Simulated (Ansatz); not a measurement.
Here is the system:

ZnTe:
```xyz
2
Lattice="2.1196 1.2238 3.4606 -2.1196 1.2238 3.4606 0.0000 -2.4476 3.4606" Properties=species:S:1:pos:R:3 pbc="T T T"
Zn     0.0000     0.0000     0.2769
Te     0.0000     0.0000     8.0631
```

This is the LDA-relaxed structure.

Task: All from DFT-LDA in the program Ansatz with PAW potentials, unless another level is named. Predict the formation energy from the elements (no fitted shifts).

Result: -0.39 eV/atom.

Task: And the electron effective mass?

Result: 0.083 mₑ (isotropic).

Task: What about the valence-band maximum?

Result: at Γ.

Task: Next, the weight of the conduction-edge state by species (Voronoi cells)?

Result: Zn 64 %, Te 36 %.

Space group F-43m (zinc blende). Symmetry was held in the LDA relaxation; of distortions, only those at the zone centre were tested. Point labels and valley counts follow the cell and symmetry of the run, lower than the named group. The references are the lowest solids computed at this level, not always the standard phases. Spin–orbit coupling is left out wherever it is not named.

Potentials: the later of the program's two PAW sets.

Edges and masses are those of Kohn–Sham bands, whose gap is no quasiparticle gap.
